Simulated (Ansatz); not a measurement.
HBr:

```
CELL_PARAMETERS angstrom
0.00000 2.82000 3.03150
2.77750 0.00000 3.03150
2.77750 2.82000 0.00000
ATOMIC_POSITIONS crystal
Br 0.50000 0.50000 0.50000
H 0.00000 0.00000 0.00000
```

Base run:

```yaml
Program: Ansatz 0.2.0
Functional: r2SCAN0
Potentials_or_basis: Ansatz PAW
Cutoff: "500 eV (not typed: the program's choice for these potentials)"
k_mesh: 5 × 5 × 5
Occupations: fermi-dirac, width 0.05 eV
Spin: no spin polarisation
```

Its results: band gap on the k mesh 0.56 eV, direct; pressure -8.8 GPa.

**Question.** The run is repeated on the same cell with these changes: functional from r2SCAN0 to PBEsol; cutoff from 500 eV (not typed: the program's choice for these potentials) to 420 eV (not typed: the program's choice for these potentials). What comes out?

**Answer.** Band gap on the k mesh none (metal or under the smearing width); pressure -8.4 GPa.

r2SCAN0 gives the wider gap, since exact exchange removes part of the self-interaction.

Caveats: some runs use coarse meshes; the PAW data sets come from PBE, with cores solved anew for the run's functional, which leaves a small shift of forces and pressure; the density of states is complete only up to the lowest level of the last band computed; odd divisions of the mesh miss points on the zone boundary, where band edges often lie, so the gap on the mesh can be too wide (some runs); the thresholds are loose for stress (some runs).

A k mesh can miss the band edges.
